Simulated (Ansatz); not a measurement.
GaN (zincblende), relaxed with r2SCAN in Ansatz: it is cubic, F-43m (No. 216); conventional cell a = 4.498 Å, 11.37 Å³ an atom. Ga is surrounded by 4 N at 1.95 Å; N is surrounded by 4 Ga at 1.95 Å. The cell was then strained (x, y and z are the cube axes), with the atoms relaxed again; stress is positive in compression. No spin polarisation and no zero-point or thermal motion.

- Uniaxial -1.0 % along z, other directions held: r2SCAN's stress changes by +2.87 GPa along the strain and +1.58 GPa across it.
- Isotropic -1.0 % on every length: the pressure changes by +6.32 GPa, and the HSE06 gap (Γ) goes from 3.005 to 3.227 eV.
- Epitaxial strain of -1.0 % in the (001) plane: the free normal strain is +1.06 % and the in-plane stress changes by +2.83 GPa.
- In that film r2SCAN's threefold valence top at Γ splits as 2+1 from the top, by 0.101 eV.
- Uniaxial strain of +1.5 % along [111], atoms relaxed: the xy stress changes by -1.589 GPa.

**Estimate C₁₁, C₁₂ and the bulk modulus from the uniaxial step.** With compression positive, C₁₁ ≈ −Δσ∥/ε = (-2.87)/(-0.0100) = 287 GPa and C₁₂ ≈ (-1.58)/(-0.0100) = 158 GPa; B = (C₁₁ + 2C₁₂)/3 = 201 GPa. A one-sided step carries third-order terms: it reads high by some per cent.

**What bulk modulus does the isotropic step give?** Δ ln V = 3 ln(0.9900) = -0.0302, so B ≈ −ΔP/Δ ln V = 210 GPa, against 201 GPa from C₁₁ and C₁₂; one-sided steps of finite size carry third-order terms.

**Give the volume deformation potential of that gap and its pressure coefficient.** a_V = ΔE_g/Δ ln V = (+0.222)/(-0.0302) = -7.36 eV; dE_g/dP = −a_V/B = +35 meV/GPa, with HSE06's gap and r2SCAN's modulus.

**What do the film's normal strain and stress say about the elastic constants?** ε⊥/ε∥ = (+0.0106)/(-0.0100) = -1.06, which linear elasticity sets to −2C₁₂/C₁₁ = -1.10 from the uniaxial step. The biaxial modulus is M = −Δσ/ε∥ = 283 GPa (C₁₁ + C₁₂ − 2C₁₂²/C₁₁ = 271 GPa).

**How much elastic energy does the film store, with 11.37 Å³ an atom?** u = M ε∥² = −Δσ ε∥ = -2.83 × (-0.0100) = 0.0283 GPa, and 1 GPa Å³ is 6.2415 meV: 2.01 meV an atom. The total energies of the two runs differ by 1.98 meV an atom.

**Extract the shear deformation potential b.** Without spin-orbit coupling the splitting is 3|b| |ε_zz − ε_xx| = 3|b| × 0.0206, so |b| = 0.101/0.0618 = 1.63 eV.

**Estimate C₄₄.** A strain ε along [111] has ε_xy = ε/3 = +0.00500, an engineering shear of 2ε/3, so C₄₄ ≈ −Δσ_xy/(2ε/3) = 159 GPa, atoms relaxed.

The meshes of the hybrids are coarse, so their gaps aren't converged to the digits shown.
